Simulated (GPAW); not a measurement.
**Convergence study of the SCF threshold for GeTe (R3m, 2 atoms in the cell)**

```
GeTe
1.0
    2.10078     1.21288     3.69006
   -2.10078     1.21288     3.69006
    0.00000    -2.42577     3.69006
Ge Te
1 1
Direct
  0.99675   0.99675   0.99675
  0.52878   0.52878   0.52878
```

Computed with PBE, GPAW PAW datasets PBE (gpaw-data 1.0.1) (plane waves; GPAW).

Base settings: mode = pw; ecut = 600 eV; xc = PBE; kpts = 5 5 5; mesh shift (steps) = 0 0 0; occupations.name = fermi-dirac; occupations.width = 0 eV; nbands = -8; convergence.bands = -6; symmetry.symmorphic = false.

Moved along: convergence.density, convergence.eigenstates.

The mesh stays at the base's, so the ladder's end is converged at best in this setting alone.

Only quantities that move along the ladder and can be compared are tabulated.

The count of work is k-points × plane waves × bands × iterations; it is no time. 

The starting cell comes from a database of computed structures (which also holds hypothetical and non-ambient phases and stackings), without a prior relaxation at this level. Its lattice was rescaled by up to half a per cent. One atom was moved a little off its site on purpose.

| convergence.energy | largest difference of a force vector from the last step's (eV/Å) | count of work / last |
|---|---|---|
| 0.01 eV/electron | 0.071 | 0.17 |
| 0.001 eV/electron | 0.005 | 0.21 |
| 0.0001 eV/electron | 0.005 | 0.23 |
| 1e-05 eV/electron | 0.001 | 0.28 |
| 1e-06 eV/electron | 0.001 | 0.30 |
| 1e-07 eV/electron | 0.000 | 0.36 |
| 1e-08 eV/electron | 0.000 | 0.43 |
| 1e-09 eV/electron | 0.000 | 0.51 |
| 1e-11 eV/electron | 0.000 | 0.81 |
| 1e-13 eV/electron | 0.000 | 1.0 |

Coarsest convergence.energy that holds the forces within 0.02 eV/Å of the last step, with all finer ones: 0.001 eV/electron, at 0.21 of the last step's count of work; the step before is off by 0.071 eV/Å.
